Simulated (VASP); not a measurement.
# SnO2 (I4_1/amd) in VASP: settings compared

Aim: see how the results for SnO2 move with the level of theory and the settings. Levels: PBE, PBEsol+D4, PBEsol. Tasks: relaxation of cell and atoms, single point.

Program: VASP 6.6.1. These are calculated values, not measurements. Logs are shortened: lines on timing, memory, paths and dates and some standing lists are left out, and cuts for length are marked.

## 1. Starting point

It takes space group I4_1/amd (No. 141, tetragonal). The conventional cell has a = 4.000 Å, b = 4.000 Å, c = 10.247 Å, α = 90.00°, β = 90.00°, γ = 90.00°. Sn (site symmetry -4m2) is surrounded by 6 O at 2.06 to 2.09 Å. O (site symmetry 2mm) is surrounded by 3 Sn at 2.06 to 2.09 Å.

Measurements of this composition are mostly on another form, of space group No. 136.

## 2. Relaxation of cell and atoms, PBE

INCAR

```
SYSTEM = SnO2
PREC = Accurate ; ENCUT = 580
EDIFF = 1E-6 ; ISMEAR = -1
SIGMA = 0.05 ; LREAL = .False.
LASPH = .True. ; NELM = 100
ALGO = Normal ; ISIF = 3
LWAVE = .False. ; LCHARG = .False.
GGA = PE ; IBRION = 2
NSW = 40 ; EDIFFG = -0.01
```

KPOINTS

```
Automatic mesh
0
Gamma
  9 9 9
  0 0 0
```

POSCAR

```
SnO2
1.0
   -2.0000686112      2.0000686112      5.1236788559
    2.0000686112     -2.0000686112      5.1236788559
    2.0000686112      2.0000686112     -5.1236788559
Sn O
2 4
Direct
    0.0000000000      0.0000000000      0.0000000000
    0.7500000000      0.2500000000      0.5000000000
    0.5465225900      0.0465225900      0.5000000000
    0.2034774100      0.2034774100      0.0000000000
    0.9534774100      0.4534774100      0.5000000000
    0.7965225900      0.7965225900      0.0000000000
```

Potentials or basis: VASP PAW PBE potentials, release 64 (Sn, O).

Run with:

```
> cat potpaw_PBE.64/Sn/POTCAR potpaw_PBE.64/O/POTCAR > POTCAR
> mpirun -np 1 vasp_std > vasp.out
```

OUTCAR:

```text
SYSTEM = SnO2
   PREC = Accurate
   ENCUT = 580
   EDIFF = 1E-6
   ISMEAR = -1
   LREAL = .False.
   LASPH = .True.
   NELM = 100
   ISIF = 3
   GGA = PE
   IBRION = 2
   NSW = 40
   EDIFFG = -0.01

 ion  position               nearest neighbor table
   1  0.000  0.000  0.000-   3 2.06   5 2.06   3 2.06   5 2.06   4 2.09   6 2.09   2 3.25   2 3.25
                             2 3.25   2 3.25
   2  0.750  0.250  0.500-   6 2.06   4 2.06   6 2.06   4 2.06   3 2.09   5 2.09   1 3.25   1 3.25
                             1 3.25   1 3.25
   3  0.547  0.047  0.500-   1 2.06   1 2.06   2 2.09
   4  0.203  0.203  0.000-   2 2.06   2 2.06   1 2.09
   5  0.953  0.453  0.500-   1 2.06   1 2.06   2 2.09
   6  0.797  0.797  0.000-   2 2.06   2 2.06   1 2.09

  LATTYP: Found a body centered tetragonal cell.
 ALAT       =     4.0001372224
 C/A-ratio  =     2.5617515455

  Lattice vectors:

 A1 = (  -2.0000686112,   2.0000686112,   5.1236788559)
 A2 = (   2.0000686112,  -2.0000686112,   5.1236788559)
 A3 = (   2.0000686112,   2.0000686112,  -5.1236788559)

Analysis of symmetry for initial positions (statically):
=====================================================================
 Subroutine PRICEL returns:
 Original cell was already a primitive cell.

 Routine SETGRP: Setting up the symmetry group for a
 body centered tetragonal supercell.

 Subroutine GETGRP returns: Found 16 space group operations
 (whereof  8 operations were pure point group operations)
 out of a pool of 16 trial point group operations.

The static configuration has the point symmetry D_2d.
 The point group associated with its full space group is D_4h.

Analysis of symmetry for dynamics (positions and initial velocities):
=====================================================================
 Subroutine PRICEL returns:
 Original cell was already a primitive cell.

 Routine SETGRP: Setting up the symmetry group for a
 body centered tetragonal supercell.

 Subroutine GETGRP returns: Found 16 space group operations
 (whereof  8 operations were pure point group operations)
 out of a pool of 16 trial point group operations.

The dynamic configuration has the point symmetry D_2d.
 The point group associated with its full space group is D_4h.

 Subroutine INISYM returns: Found 16 space group operations
 (whereof  8 operations are pure point group operations),
 and found     1 'primitive' translations

----------------------------------------------------------------------------------------

                                     Primitive cell

  volume of cell :      81.9845

  direct lattice vectors                    reciprocal lattice vectors
    -2.000068611  2.000068611  5.123678856     0.000000000  0.249991424  0.097586132
     2.000068611 -2.000068611  5.123678856     0.249991424  0.000000000  0.097586132
     2.000068611  2.000068611 -5.123678856     0.249991424  0.249991424  0.000000000

  length of vectors
     5.852574982  5.852574982  5.852574982     0.268363122  0.268363122  0.353541262

  position of ions in fractional coordinates (direct lattice)
     0.000000000  0.000000000  0.000000000
     0.750000000  0.250000000  0.500000000
     0.546522590  0.046522590  0.500000000
     0.203477410  0.203477410  0.000000000
     0.953477410  0.453477410  0.500000000
     0.796522590  0.796522590  0.000000000

  ion indices of the primitive-cell ions
   primitive index   ion index
                 1           1
                 2           2
                 3           3
                 4           4
                 5           5
                 6           6

----------------------------------------------------------------------------------------

 KPOINTS: Automatic mesh

Automatic generation of k-mesh.
 Grid dimensions read from file:
 generate k-points for:    9    9    9

 Generating k-lattice:

  Cartesian coordinates                     Fractional coordinates (reciprocal lattice)
     0.000000000  0.027776825  0.010842904     0.111111111  0.000000000 -0.000000000
     0.027776825  0.000000000  0.010842904     0.000000000  0.111111111 -0.000000000
     0.027776825  0.027776825  0.000000000     0.000000000  0.000000000  0.111111111

  Length of vectors
     0.029818125  0.029818125  0.039282362

  Shift w.r.t. Gamma in fractional coordinates (k-lattice)
     0.000000000  0.000000000  0.000000000

 Subroutine IBZKPT returns following result:
 ===========================================

 Found     75 irreducible k-points:

 Following reciprocal coordinates:
            Coordinates               Weight
  0.000000  0.000000  0.000000      1.000000
  0.111111  0.000000 -0.000000      8.000000
  0.222222  0.000000  0.000000      8.000000
  0.333333  0.000000 -0.000000      8.000000
  0.444444  0.000000  0.000000      8.000000
  0.111111  0.111111 -0.000000      8.000000
[... 16 lines left out ...]
 -0.333333  0.333333  0.000000      4.000000
  0.444444  0.444444  0.000000      8.000000
 [... further k-points ...]
   k-points           NKPTS =     75   k-points in BZ     NKDIM =     75   number of bands    NBANDS=     20
   number of dos      NEDOS =    301   number of ions     NIONS =      6
   total plane-waves  NPLWV = 110592
   dimension x,y,z NGX =    48 NGY =   48 NGZ =   48
   dimension x,y,z NGXF=    96 NGYF=   96 NGZF=   96
   ions per type =               2   4
   NGX,Y,Z   is equivalent  to a cutoff of  13.63, 13.63, 13.63 a.u.
   NGXF,Y,Z  is equivalent  to a cutoff of  27.27, 27.27, 27.27 a.u.
 SYSTEM =  SnO2
   PREC   = accura    normal or accurate (medium, high low for compatibility)
   ISTART =      0    job   : 0-new  1-cont  2-samecut
   ICHARG =      2    charge: 1-file 2-atom 10-const
   ISPIN  =      1    spin polarized calculation?
   LNONCOLLINEAR =      F non collinear calculations
   LSORBIT =      F    spin-orbit coupling
   LASPH  =      T    aspherical Exc in radial PAW
   ENCUT  =  580.0 eV  42.63 Ry    6.53 a.u.  11.49 11.49 11.49*2*pi/ulx,y,z
   NELM   =    100;   NELMIN=  2; NELMDL= -5     # of ELM steps
   EDIFF  = 0.1E-05   stopping-criterion for ELM
   LREAL  =      F    real-space projection
   EDIFFG = -.1E-01   stopping-criterion for IOM
   NSW    =     40    number of steps for IOM
   IBRION =      2    ionic relax: 0-MD 1-quasi-New 2-CG
   NFREE  =      1    steps in history (QN), initial steepest desc. (CG)
   ISIF   =      3    stress and relaxation
   ISYM   =      2    0-nonsym 1-usesym 2-fastsym
   POTIM  = 0.5000    time-step for ionic-motion
   TEBEG  =    0.0;   TEEND  =   0.0 temperature during run
   PSTRESS=    0.0 pullay stress
   NELECT =      32.0000    total number of electrons
   NUPDOWN=      -1.0000    fix difference up-down
   EMIN   =  10.00;   EMAX   =-10.00  energy-range for DOS
   EFERMI =   0.00;   METHOD = LEGACY
   ISMEAR =    -1;   SIGMA  =   0.05  broadening in eV -4-tet -1-fermi 0-gaus
   EFERMI_NEDOS =   21; number of points for ismear=-14 and -15
   IALGO  =     38    algorithm
   IMIX   =      4    mixing-type and parameters
     AMIX     =   0.40;   BMIX     =  1.00
     AMIX_MAG =   1.60;   BMIX_MAG =  1.00
  volume/ion in A,a.u.               =      13.66        92.21
  Fermi-wavevector in a.u.,A,eV,Ry     =   1.196412  2.260892 19.475417  1.431403
  Thomas-Fermi vector in A             =   2.332353
   LORBIT       =      0    0 simple, 1 ext, 2 COOP (PROOUT), +10 PAW based schemes
   GGA     = PE    functional components
   LHFCALC =     F    Hartree Fock is set to
   AEXX    =    0.0000 exact exchange contribution
   IVDW    =     0    specifies the selected vdW correction
   LEPSILON=     F    determine dielectric tensor
   LRPA    =     F    only Hartree local field effects (RPA)
 conjugate gradient relaxation of ions
 non-spin polarized calculation
  energy-cutoff  :      580.00
  volume of cell :       81.98
 maximum number of plane-waves:      2627
 NGX is ok and might be reduce to    48
   NGX = 23   NGY = 23   NGZ = 23

--------------------------------------- Ionic step        1  -------------------------------------------

 number of electron      32.0000002 magnetization

 Free energy of the ion-electron system (eV)
  ---------------------------------------------------
  ext. energy  EPLUGINS =         0.00000000
  ---------------------------------------------------
  free energy    TOTEN  =       -37.15979243 eV

  energy without entropy =      -37.15979243  energy(sigma->0) =      -37.15979243

------------------------ aborting loop because EDIFF is reached ----------------------------------------

  FORCE on cell =-STRESS in cart. coord.  units (eV):
  Direction    XX          YY          ZZ          XY          YZ          ZX
  --------------------------------------------------------------------------------------
  -------------------------------------------------------------------------------------
  Total        3.2085666      3.2085666      2.9029306      0.0000000      0.0000000      0.0000000
  in kB       62.7032377     62.7032377     56.7303626      0.0000000      0.0000000      0.0000000
  external PRESSURE =      60.7122793 kB  Pullay stress =       0.0000000 kB
[... 25 lines left out ...]
  energy  without entropy=      -37.1597924287  energy(sigma->0) =      -37.15979243

--------------------------------------- Ionic step        2  -------------------------------------------

 number of electron      32.0000000 magnetization

 E-fermi :   2.2949     XC(G=0):  -9.8534

 val. band max:        1.7506032636   @ k =   0.4444   0.3333   0.1111
 cond. band min:       2.6173802946   @ k =   0.0000   0.0000   0.0000
 fundamental gap:      0.8667770310
 Fermi energy:         2.2949036861

 k-point     1 :       0.0000    0.0000    0.0000
  band No.  band energies     occupation
      1     -16.2893      2.00000
      2     -14.6491      2.00000
      3     -14.1269      2.00000
      4     -13.7876      2.00000
      5      -3.1897      2.00000
      6      -2.8077      2.00000
[... 12 lines left out ...]
     19      10.8558      0.00000
[... 727 lines left out ...]
  energy  without entropy=      -37.2150948194  energy(sigma->0) =      -37.21509486

--------------------------------------- Ionic step        7  -------------------------------------------

 number of electron      31.9999999 magnetization

 Free energy of the ion-electron system (eV)
  ---------------------------------------------------
  ext. energy  EPLUGINS =         0.00000000
  ---------------------------------------------------
  free energy    TOTEN  =       -37.21522139 eV

  energy without entropy =      -37.21522130  energy(sigma->0) =      -37.21522135

 E-fermi :   2.7795     XC(G=0): -10.0251

 val. band max:        2.0216408159   @ k =   0.4444   0.3333   0.1111
 cond. band min:       3.3152302310   @ k =   0.0000   0.0000   0.0000
 fundamental gap:      1.2935894151
 Fermi energy:         2.7794934512

 k-point     1 :       0.0000    0.0000    0.0000
  band No.  band energies     occupation
      1     -16.2239      2.00000
      2     -14.4722      2.00000
      3     -13.8281      2.00000
      4     -13.5064      2.00000
      5      -2.9892      2.00000
      6      -2.6378      2.00000
[... 12 lines left out ...]
     19      11.2980      0.00000
[... 563 lines left out ...]
  FREE ENERGIE OF THE ION-ELECTRON SYSTEM (eV)
  ---------------------------------------------------
  free  energy   TOTEN  =       -37.2152213903 eV

  energy  without entropy=      -37.2152213016  energy(sigma->0) =      -37.21522135

 reached required accuracy - stopping structural energy minimisation
```

It took 17 min on 1 thread of AMD EPYC 7R43 (Zen 3), shared host; peak memory 0.39 GiB.

What came out:

```
Free energy                            : -37.2152 eV
Relaxed volume                         : 14.18 Å³/atom
Relaxed cell                           : a = 5.913 Å, b = 5.913 Å, c = 5.913 Å, α = 139.89°, β = 139.89°, γ = 58.03°
Space group after relaxing (to 0.05 Å) : I4_1/amd (No. 141)
Energy gained by relaxing              : 9.2 meV/atom
Ionic steps                            : 7
Pressure after relaxing                : 0.0 GPa
Largest force after relaxing           : 0.004 eV/Å
Band gap on the k mesh                 : 1.29 eV, indirect (least direct gap 1.63 eV)
```

Forces in eV/Å, atoms in the order of the input:
```
Sn   0.000  0.000  0.000
Sn   0.000  0.000  0.000
O    0.000  0.000  0.004
O    0.000  0.000 -0.004
O    0.000  0.000 -0.004
O    0.000  0.000  0.004
```

The path:
```
step  energy change (eV)  largest force (eV/Å)  pressure (GPa)  volume (Å³)
   1              0.0000                0.0556            6.07        81.98
   2              0.0167                0.3734           -5.98        88.28
   3             -0.0516                0.1537            0.00        84.82
   4             -0.0552                0.0062            0.01        85.03
   5             -0.0552                0.0149            0.01        85.02
   6             -0.0553                0.0114            0.00        85.03
   7             -0.0554                0.0036           -0.02        85.07
```

Final structure:
```yaml
crystal:
  lattice:
    - [-2.02800, 2.02800, 5.17119]
    - [2.02800, -2.02800, 5.17119]
    - [2.02800, 2.02800, -5.17119]
  atoms:
    - { symbol: Sn, position: [0.00000, 0.00000, 0.00000] }
    - { symbol: Sn, position: [0.75000, 0.25000, 0.50000] }
    - { symbol: O, position: [0.54727, 0.04727, 0.50000] }
    - { symbol: O, position: [0.20273, 0.20273, 0.00000] }
    - { symbol: O, position: [0.95273, 0.45273, 0.50000] }
    - { symbol: O, position: [0.79727, 0.79727, 0.00000] }
```

Levels at points of the mesh, in eV from the valence-band top:
```tsv
k point	band 13	band 14	band 15	band 16	band 17	band 18	band 19	band 20
(0.00, 0.00, 0.00)	-0.65	-0.65	-0.34	-0.34	1.29	5.23	9.28	9.60
```

Caveat: spin-orbit coupling is left out, which moves the levels of the heavy elements; an odd mesh through Γ misses points on the zone boundary, where band edges often lie.

(Continued in part 2 of 2.)
